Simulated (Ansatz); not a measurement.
# Relaxing MoP3

Method: DFT PBE, scalar-relativistic, plane waves, PAW (Ansatz 0.2.0). Cutoff 420 eV, Γ-centred k mesh, Gaussian smearing, no spin polarisation in the final step.

The start puts MoP3 on the ReO3 structure type (Pm-3m, No. 221), with Mo in place of Re, P in place of O, at a guessed volume.

```
Mo P
1.0
     4.37785    0.00000    0.00000
     0.00000    4.37785    0.00000
     0.00000    0.00000    4.37785
Mo P
1 3
Cartesian
  0.0000 0.0000 0.0000
  2.1889 0.0000 0.0000
  0.0000 2.1889 0.0000
  0.0000 0.0000 2.1889
```

Cell and atoms relax at zero pressure; the relaxation can't lower the symmetry of the start. After a coarse first stage the cell is made exact in the group found at 0.06 Å.

Formation energies are uncorrected and refer to the elements' standard structures at the same level.

Describe the relaxed structure.

It keeps Pm-3m (No. 221). The result has the ReO3 structure. Conventional cell: a = 4.691 Å. Mo is coordinated by 6 P at 2.35 Å; around P lie 2 Mo at 2.35 Å.

Space group Pm-3m (No. 221). a = 4.691 Å, b = 4.691 Å, c = 4.691 Å, α = 90.00°, β = 90.00°, γ = 90.00°
```tsv
atom	site	symmetry	x	y	z
Mo	1a	m-3m	0.0000	0.0000	0.0000
P	3d	4/mm.m	0.5000	0.0000	0.0000
```

What are its volume, energy, density and gap?

The volume per atom is 25.80 Å³. The density is 3.04 g/cm³, the energy over the elements is 0.54 eV/atom and the gap on the 10×10×10 mesh is 0 eV (a metal).

The final run used a 10×10×10 mesh on its 4-atom cell and 0.10 eV smearing. The k mesh leaves about 4 meV/atom of noise in metals. A structure relaxed within its symmetry needn't be a true minimum.

Cost: 3 runs of about 0.24 core-minutes in all, on Intel Xeon 6975P-C (Granite Rapids) (shared hosts).